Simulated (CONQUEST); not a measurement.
Crystal: CdS (Greenockite).

```
Cd S
1.0
     4.15000    0.00000    0.00000
     0.00000    6.73700    0.00000
     0.00000    0.00000    7.18801
Cd S
4 4
Direct
  0.00000 0.50000 0.33333
  0.50000 0.50000 0.83333
  0.00000 0.00000 0.66667
  0.50000 0.00000 0.16667
  0.00000 0.87500 0.33333
  0.50000 0.87500 0.83333
  0.00000 0.37500 0.66667
  0.50000 0.37500 0.16667
```

Base run:

- Program: CONQUEST 1.3
- Functional: PBE
- Potentials or basis: PseudoDojo NC PBE, DZP, grid cutoff 120 Ha
- k mesh: 7 × 4 × 4
- Occupations: fermi-dirac, width 0.05 eV
- Spin: no spin polarisation

Its results: band gap on the k mesh 1.36 eV; pressure 3.0 GPa; largest force 0.075 eV/Å.

Q: The run is repeated on the same cell with these changes: potentials or basis from PseudoDojo NC PBE, DZP, grid cutoff 120 Ha to PseudoDojo NC PBE, SZ, grid cutoff 120 Ha. What comes out?

A: Band gap on the k mesh 0.54 eV; pressure 9.5 GPa; largest force 0.128 eV/Å.

Caveats: the basis of atomic orbitals isn't converged, which shifts pressures, moduli and gaps; the box holds several primitive cells, so bands are folded and the points are those of the box's own zone (some runs); the atomic basis is small (some runs); an odd mesh through Γ misses points on the zone boundary, where band edges often lie (some runs).
